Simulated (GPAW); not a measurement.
CuO, 2 atoms in the cell. Symmetry: P-6m2, No. 187, hexagonal system. The conventional cell has a = 2.836 Å, b = 2.836 Å, c = 2.768 Å, α = 90.00°, β = 90.00°, γ = 120.00°. Cu (site symmetry -6m2) has 6 O at 2.14 Å as nearest neighbours. O (site symmetry -6m2) is surrounded by 6 Cu at 2.14 Å. Measurements of this composition are mostly on another form, of space group No. 15.

| Property | Result |
| --- | --- |
| Program | GPAW 26.7.0 |
| Task | band structure |
| Functional | revPBE |
| Potentials or basis | the program's PAW data sets (release 1.2.1) made for this functional |
| Cutoff | 800 eV |
| Basis | pw |
| k mesh | 8 × 8 × 7 |
| Occupations | fermi-dirac, width 0.05 eV |
| Spin | no spin polarisation |
| Maxiter | 150 |
| Band path | GMKGALHA,LM,KH |
| Band points | 60 |

Potentials or basis: the program's PAW data sets (release 1.2.1) made for this functional, pw.

Run with:

```console
$ OMP_NUM_THREADS=1 python run.py
```

Hardware: 1 thread of Intel(R) Xeon(R) Platinum 8259CL CPU @ 2.50GHz (Skylake/Cascade Lake), on a shared host.

Question: Estimate the wall time of this run.

Answer: It took 42 s on 1 thread of Intel(R) Xeon(R) Platinum 8259CL CPU @ 2.50GHz (Skylake/Cascade Lake), with other jobs on the host, peak memory 0.21 GiB. Counts: scf iterations 15, plane waves 1021, bands 19, k points 40.
